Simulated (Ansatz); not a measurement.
**Re: how the settings move a single-point run**

How sensitive is a single-point run of Re to its settings? A reference run comes first, then one run with altered input.

Computed with Ansatz 0.2.0 (reference: DFT, PBE, PAW with Ansatz's default frozen-core files, scalar-relativistic, unless a step's input says otherwise).

**1. The structure to begin with**

Symmetry: Fm-3m, No. 225, cubic system. Conventional cell: a = 3.950 Å, b = 3.950 Å, c = 3.950 Å, α = 90.00°, β = 90.00°, γ = 90.00°. Re (site symmetry m-3m) is surrounded by 12 Re at 2.79 Å.

Structure file:

```cif
data_structure
_symmetry_space_group_name_H-M 'P 1'
_symmetry_Int_Tables_number 1
_cell_length_a 2.7931
_cell_length_b 2.7931
_cell_length_c 2.7931
_cell_angle_alpha 60.000
_cell_angle_beta 60.000
_cell_angle_gamma 60.000
_cell_volume 15.41
loop_
_atom_site_label
_atom_site_type_symbol
_atom_site_fract_x
_atom_site_fract_y
_atom_site_fract_z
_atom_site_occupancy
Re1 Re 0.00000 0.00000 0.00000 1
```

**2. The reference run**

Contents of input.yaml:

```yaml
crystal:
  lattice:
    - [0.0, 1.975, 1.975]
    - [1.975, 0.0, 1.975]
    - [1.975, 1.975, 0.0]
  atoms:
    - { symbol: Re, position: [0.0, 0.0, 0.0] }
kpoints:
  mp_grid: { grid: [17, 17, 17] }
scf:
  occupations: { method: fermi_dirac, width: 0.1 }
  lower_state_search: "off"
hamiltonian:
  xc: pbe
  pseudopotentials: { kind: paw }
output:
  forces: true
  stress: true
  eigenvalues: true
  populations: true
  dos: { projected: true, de: 0.1, e_range: [-8, 5] }
```

Run with:

```console
> ansatz run input.yaml --threads 1 --pin off --max-ram 3072MiB --backend cpu --events-out ev --progress --plain --runs-dir out
```

**3. Changing settings: symmetry.detect false, accuracy low**

Edit input.yaml of step 2 so:

```diff
@@ -7,2 +7,3 @@
     - { symbol: Re, position: [0.0, 0.0, 0.0] }
+  symmetry: { detect: false }
 kpoints:
@@ -20,2 +21,6 @@
   populations: true
-  dos: { projected: true, de: 0.1, e_range: [-8, 5] }
+  write_density: true
+  write_potential: true
+  elf: true
+  volumetric_format: npy
+accuracy: low
```

Before running it: what results should come out? Wanted: for each run, ending; energy change; pressure; gap; force.

The runs gave:

```tsv
run	ending	energy change	pressure (GPa)	gap (eV)	force (eV/Å)	cycles	time
reference	converged	0	-9.0	0.00	0.00	6	2.3 s
1: symmetry.detect false, accuracy low	converged	0.0 meV/atom	-9.0	0.00	0.00	6	52 s
```

Times don't compare one to one where runs were asked for different outputs or read a saved state (see the inputs); cycles may leave out searches for a lower state.

Residual by cycle in the longest SCF loop of each run; runs are numbered as in the table. The quantity is the density residual dr2, in eV.

```tsv
cycle	reference	run 1
1	0.00163	0.00164
2	3.0e-4	3.0e-4
3	1.3e-5	1.3e-5
4	8.4e-8	8.6e-8
5	1.2e-8	1.2e-8
6	7.1e-10	7.1e-10
```

What this shows: The changed input (use of symmetry and accuracy level) leaves the energy the same to the digits printed.
